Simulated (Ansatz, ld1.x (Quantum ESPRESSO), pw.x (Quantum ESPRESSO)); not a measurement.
**From atom to crystal: RRKJ potential for rhodium**

```
Element                 : Rh (Z = 45)
Generator               : ld1.x (Quantum ESPRESSO) 7.5
Type                    : norm-conserving RRKJ (Kleinman–Bylander form)
Functional              : PBE
Relativity              : scalar-relativistic
Frozen core             : [Kr]
Valence charge          : 9
Reference configuration : 4d8 5s1 5p0
Partial waves           : 5s (bound): rc 2.40 bohr; 5p (bound, empty): rc 3.05 bohr; 4d (bound): rc 1.70 bohr
Local potential         : the d channel
Core correction         : none
rho0                    : 0.005
```

Atomic tests: cutoffs needed: 55 Ry and 70 Ry (the cutoffs (Ry, on a coarse ladder) from which the occupation-weighted sum of valence levels, in a spherical-Bessel basis at the reference potential, stays within 10 and 1 mRy of its value at 400 Ry); ghost test: ghost states, extra bound levels that the all-electron valence spectrum of the same l lacks: s at -93.0 eV, p at -37.0 eV; a true bound ghost makes a file unfit for plane-wave use (spherical-Bessel basis up to 400 Ry, 20 bohr box); configuration tests: 1 of 7 tests not solved or not reliable.

Crystal test: bcc Rh in pw.x 7.5, no spin, 15³ k-points, Fermi–Dirac smearing 0.01 Ry, cutoffs 85/340 Ry. The reference is all-electron LAPW (Ansatz 0.2.0) with the same functional, mesh and smearing; V0 and B0 come from Birch–Murnaghan fits to the pressures at five volumes. Errors are pseudo minus all-electron; Δ is the rms difference of the E(V) curves that follow from these fits, minima aligned, over ±6 % about the mean V0. Mesh and smearing are coarse, so the numbers serve the comparison and aren't converged zero-temperature values; the lattice is a test structure that the element need not adopt.

All-electron: a0 = 3.074 Å (V0 = 14.52 Å³/atom), B0 = 228.7 GPa.

Task: How far does the potential miss the all-electron equation of state?

Result: mean pressure error (GPa): +75.20. The pressure does not cross zero within the volumes sampled, so no fit is given. The largest radius (3.05 bohr) exceeds half the bond length (2.52 bohr), so the spheres overlap, which is one possible source of error among others. This is a poor potential for the solid. Note: ghost states, extra bound levels that the all-electron valence spectrum of the same l lacks: s at -93.0 eV, p at -37.0 eV. A true bound ghost makes a file unfit for plane-wave use. Atomic configuration tests: 1 of 7 tests not solved or not reliable.

| V (Å³/atom) | P all-electron (GPa) | P pseudo (GPa) |
| --- | --- | --- |
| 13.809 | 13.17 | 94.50 |
| 14.173 | 5.98 | 84.28 |
| 14.536 | -0.18 | 75.02 |
| 14.899 | -5.45 | 66.67 |
| 15.263 | -9.97 | 59.07 |

Task: At the middle volume, how do free energy and pressure move when the wave cutoff is lowered (ecutrho kept at four times it)?

Result:

```tsv
cutoff (Ry)	shift of F (meV/atom)	shift of P (GPa)
38	+952.5	-51.06
51	+196.1	-1.45
68	+84.7	-1.53
```

The run at the middle volume (120 k-points, 43 iterations) took about 95 s on one core of a shared host (Neoverse-V1, 32 threads, 247 GiB, load 10).
